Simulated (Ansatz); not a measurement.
**Ag: frozen-core PAW against all-electron methods**

```
CELL_PARAMETERS angstrom
2.88620 0.00000 0.00000
-1.44310 2.49952 0.00000
0.00000 0.00000 9.80000
ATOMIC_POSITIONS crystal
Ag 0.33333 0.66667 0.25000
Ag 0.66667 0.33333 0.75000
Ag 0.00000 0.00000 0.00000
Ag 0.00000 0.00000 0.50000
```

Atom numbers follow the list: Ag1, Ag2, Ag3, Ag4.

The conventional cell has a = 2.886 Å, b = 2.886 Å, c = 9.800 Å, α = 90.00°, β = 90.00°, γ = 120.00°. Ag (atom 1) has 12 Ag at 2.89 to 2.96 Å as nearest neighbours. Ag (atom 3) has 12 Ag at 2.89 to 2.96 Å as nearest neighbours.

The cell comes from COD entry 1509194, which wasn't checked; take it as a given geometry. The listed cell was then made from it by scaling, straining or moving an atom.

All numbers are computed: DFT, PBE, PAW with Ansatz's default frozen-core files, scalar-relativistic (Ansatz 0.2.0); DFT, PBE, all-electron PAW with datasets made for the crystal, scalar-relativistic (Ansatz 0.2.0); DFT, PBE, all-electron LAPW, scalar-relativistic (Ansatz 0.2.0).

For PAW: a Γ-centred 14×14×4 k mesh, Fermi–Dirac smearing of 0.08 eV, cutoff 420 eV, no spin polarisation. The crystal-made all-electron datasets (AE datasets) take a cutoff of 260 eV at this cell. LAPW targets a basis error of 0.5 meV/atom. The Ansatz runs share mesh, smearing and spin set-up. Plane-wave (PAW) pressures include the program's estimate of the Pulay term.

Stress and pressure are positive in compression.

Spin–orbit coupling is left out, which moves gradients at and beside heavy atoms by some per cent and at worst by a factor of two.

In a metal, gradients converge slowly with the k mesh: the values move by tens of per cent from one mesh to another, at times in sign, so only the comparison on one mesh counts.

```json
{"quantity": "pressure (GPa)", "PAW": "1.24", "AE datasets": "1.22", "LAPW": "1.22"}
{"quantity": "stress xx (GPa)", "PAW": "2.48", "AE datasets": "2.47", "LAPW": "2.47"}
{"quantity": "stress zz (GPa)", "PAW": "-1.26", "AE datasets": "-1.27", "LAPW": "-1.27"}
{"quantity": "field gradient Vzz at Ag1 (10²¹ V/m²)", "PAW": "0.55", "AE datasets": "0.55", "LAPW": "–"}
```
